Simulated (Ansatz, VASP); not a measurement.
## MnS in VASP and in Ansatz

INCAR

```
SYSTEM = MnS
ALGO     = Normal         ! electronic algorithm
EDIFF    = 1E-7           ! SCF threshold, eV
ENCUT    = 520            ! plane-wave cutoff, eV
GGA      = PE             ! functional
ISIF     = 2              ! what is computed and relaxed
ISMEAR   = 0              ! smearing method
ISPIN    = 2              ! spin polarisation
LASPH    = .True.         ! aspherical terms in the spheres
LCHARG   = .True.         ! write CHGCAR
LDAU     = .True.         ! DFT+U
LDAUJ    = 0 0          
LDAUL    = 2 -1           ! shell
LDAUPRINT= 1            
LDAUTYPE = 2            
LDAUU    = 3.9 0          ! U, eV
LELF     = .True.         ! ELF
LMAXMIX  = 4              ! l up to which the mixer works
LORBIT   = 11             ! projections on sites
LREAL    = .False.        ! projectors in reciprocal space
LVHAR    = .True.       
LWAVE    = .False.        ! write WAVECAR
MAGMOM   = 4.9 -4.9 0 0   ! initial moments
NBANDS   = 31             ! bands
NELM     = 150            ! most SCF steps
PREC     = Accurate       ! precision mode
SIGMA    = 0.05           ! smearing width, eV
```

File KPOINTS:

```
k-points
0
Gamma
  8 8 8
  0 0 0
```

Contents of POSCAR:

```
MnS
1.0
   -2.6218391846     -2.6218391846      5.2656070085
   -5.2656070085     -2.6218391846      2.6218391846
   -2.6218391846     -5.2656070085      2.6218391846
Mn S
2 2
Direct
    0.0000000000      0.0000000000      0.0000000000
    0.5000000000      0.5000000000      0.5000000000
    1.2499999969     -0.7500000031     -0.7500000031
    1.7500000031     -0.2499999969     -0.2499999969
```

Input for Ansatz:

```yaml
crystal:
  lattice:
    - [-2.6218391846, -2.6218391846, 5.2656070085]
    - [-5.2656070085, -2.6218391846, 2.6218391846]
    - [-2.6218391846, -5.2656070085, 2.6218391846]
  atoms:
    - { symbol: Mn, position: [0.0, 0.0, 0.0], spin: 4.9 }
    - { symbol: S, position: [1.2499999969, -0.7500000031, -0.7500000031] }
    - { symbol: Mn, position: [0.5, 0.5, 0.5], spin: -4.9 }
    - { symbol: S, position: [1.7500000031, -0.2499999969, -0.2499999969] }
basis:
  ecutwfc: 420
  ecutrho_ratio: 4
kpoints:
  mp_grid: { grid: [8, 8, 8] }
  band_path:
    path:
      - [[0.0, 0.0, 0.0], [1.0, 1.0, 1.0], [1.0, 0.75104656, 1.24895344]]
      - [[0.24895344, 0.0, 0.75104656], [0.5, 0.0, 0.5], [0.0, 0.0, 0.0], [0.0, -0.37552328, 0.37552328]]
      - [[0.62447672, 0.37552328, 1.0], [0.5, 0.5, 1.0], [0.0, 0.0, 0.0]]
    npoints: 14
hamiltonian:
  xc: pbe
  hubbard: { sites: [{ species: Mn, l: d, u_eff: 3.9 }] }
scf:
  occupations: { method: gaussian, width: 0.05 }
  lower_state_search: "off"
  n_extra_bands: 22
output:
  forces: true
  stress: true
  eigenvalues: true
  populations: true
  hubbard: { sites: [{ species: Mn, l: d }] }
  dos: { projected: true, de: 0.02, nscf_kmesh: { grid: [12, 12, 12] } }
  bader: true
magnetization:
  spin_polarized: true
checkpoint:
  read: start.run
  write: ck
  compress: false
  write_wavefunctions: false
  write_every: 100000
```

Alike in both runs: task single point; functional PBE; k mesh 8 × 8 × 8; occupations gaussian, width 0.05 eV; collinear spin; Hubbard terms Mn d U = 3.9 eV.

```csv
,VASP,Ansatz
version,VASP 6.6.1,Ansatz 0.2.0
potentials or method,"VASP PAW PBE potentials, release 64 (Mn_pv, S)","scalar-relativistic, plane waves, PAW"
plane-wave cutoff (eV),520,420
valence electrons in the cell,38,42
```

```tsv
	VASP	Ansatz	Ansatz less VASP
gap on the k mesh at the Fermi level (eV)	2.30	2.23	-0.073
least direct gap on the mesh (eV)	2.80	2.72	-0.076
pressure (GPa)	-0.5	0.0	+0.54
net moment per atom (μB)	0.00	0.00	0.000
size of the moment on the site where the two differ most (μB)	4.53	4.45	-0.073
```

Site moments also hang on the region over which each program counts them. The programs project onto different local orbitals, so the same U acts differently. The two sets of potentials don't hold the same shells in valence. Ansatz warned: «stability_check_not_made».

A k mesh can miss the band edges. The state reached can hang on the start; a lower one may exist.
